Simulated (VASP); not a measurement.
Input of a VASP 6.6.1 run:

File INCAR:

```
SYSTEM = Sb
PREC     = Accurate       ! precision mode
ENCUT    = 600            ! plane-wave cutoff, eV
EDIFF    = 1E-6           ! SCF threshold, eV
ISMEAR   = -1             ! smearing method
SIGMA    = 0.05           ! smearing width, eV
LREAL    = .FALSE.        ! projectors in reciprocal space
LASPH    = .TRUE.         ! aspherical terms in the spheres
NELM     = 100            ! most SCF steps
ALGO     = Normal         ! electronic algorithm
ISIF     = 2              ! what is computed and relaxed
LWAVE    = .FALSE.        ! write WAVECAR
LCHARG   = .FALSE.        ! write CHGCAR
LDIPOL   = .TRUE.       
IDIPOL   = 3            
DIPOL    = 0.5 0.5 0.287
GGA      = PE             ! functional
IBRION   = 2              ! ionic algorithm
NSW      = 40             ! ionic steps
EDIFFG   = -0.02          ! ionic threshold
```

KPOINTS

```
Automatic mesh
0
G
  9 9 1
  0 0 0
```

File POSCAR:

```
Sb
1.0
    3.1333400000      0.0000000000      0.0000000000
    0.0000000000      3.1333400000      0.0000000000
    0.0000000000      0.0000000000     31.3600000000
Sb
2
Selective dynamics
Direct
    0.0000000000      0.0000000000      0.2420100000  F F F
    0.0000000000      0.0000000000      0.3319700000  T T T
```

Potentials or basis: VASP PAW PBE potentials, release 64 (Sb).

Launch:

```bash
$ cat potpaw_PBE.64/Sb/POTCAR > POTCAR
$ mpirun -np 1 vasp_std > vasp.out
```

Task: What does it give for the energy gained by relaxing?

Result: 0.1 meV/atom.

Task: Estimate the band gap on the k mesh.

Result: None (metal or under the smearing width).

Final structure:
```
CELL_PARAMETERS angstrom
3.13334 0.00000 0.00000
0.00000 3.13334 0.00000
0.00000 0.00000 31.36000
ATOMIC_POSITIONS crystal
Sb 0.00000 0.00000 0.24201
Sb 0.00000 0.00000 0.33230
```

The run has no spin-orbit coupling, so splittings on Sb are missing.
